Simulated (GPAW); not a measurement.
CdS (Greenockite):

```
CELL_PARAMETERS angstrom
4.15000 0.00000 0.00000
-2.07500 3.59401 0.00000
0.00000 0.00000 6.73700
ATOMIC_POSITIONS crystal
Cd 0.66667 0.33333 0.50000
Cd 0.33333 0.66667 0.00000
S 0.66667 0.33333 0.87500
S 0.33333 0.66667 0.37500
```

Base run:

| Property | Result |
| --- | --- |
| Program | GPAW 26.7.0 |
| Functional | revTPSS |
| Potentials or basis | GPAW PAW data sets (gpaw-data 1.2.1) |
| Cutoff | 600 eV |
| Basis | pw |
| k mesh | 5 × 5 × 3 |
| Occupations | fermi-dirac, width 0.05 eV |
| Spin | spin-orbit coupling, no magnetisation |

Its results: band gap on the k mesh 1.30 eV, direct; pressure 0.8 GPa; largest force 0.072 eV/Å.

Problem. The run is repeated on the same cell with these changes: functional from revTPSS to SCAN; band points from 100 to 60. What comes out?

Solution. Band gap on the k mesh 1.53 eV, direct; pressure 0.0 GPa; largest force 0.078 eV/Å.

Caveats: spin-orbit coupling was added after a scalar SCF, so levels and gaps hold it while energy, forces, pressure and moments don't; this program's spin-orbit splittings come out too wide for heavy elements; the PAW data sets were made with another functional, which shifts forces and pressure a little.

Not every run made on this cell is shown here.
